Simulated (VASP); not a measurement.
Here is a VASP 6.6.1 calculation.

INCAR

```
PREC = Accurate
ENCUT = 900
EDIFF = 1E-8
ISMEAR = 0
SIGMA = 0.05
LREAL = F
LASPH = T
NELM = 100
ALGO = Normal
ISIF = 2
LWAVE = F
LCHARG = F
GGA = PS
ADDGRID = F
```

File KPOINTS:

```
Automatic mesh
0
Gamma
  11 11 7
```

Contents of POSCAR:

```
La2O3
1.0
    3.9307778780      0.0000000000      0.0000000000
   -1.9653889390      3.4041534990      0.0000000000
    0.0000000000      0.0000000000      6.1119535200
La O
2 3
Direct
    0.3333333333      0.6666666667      0.2462356800
    0.6666666667      0.3333333333      0.7537643200
    0.0000000000      0.0000000000      0.0000000000
    0.3333333333      0.6666666667      0.6458906500
    0.6666666667      0.3333333333      0.3541093500
```

Potentials or basis: VASP PAW PBE potentials, release 64 (La, O).

The run is started by

```console
$ cat potpaw_PBE.64/La/POTCAR potpaw_PBE.64/O/POTCAR > POTCAR
$ mpirun -np 1 vasp_std > vasp.out
```

**Question.** Predict the pressure.

**Answer.** -3.2 GPa.

**Question.** Predict the largest force.

**Answer.** 0.104 eV/Å.

**Question.** Predict the band gap on the k mesh.

**Answer.** 3.83 eV, indirect (least direct gap 3.93 eV).

Stress tensor (GPa, compression positive):
```
-3.30  0.00  0.00
 0.00 -3.30  0.00
 0.00  0.00 -2.94
```

Caveat: the PAW data sets were made with another functional, which shifts forces and pressure a little; spin-orbit coupling is left out, which moves the levels of the heavy elements; an odd mesh through Γ misses points on the zone boundary, where band edges often lie.
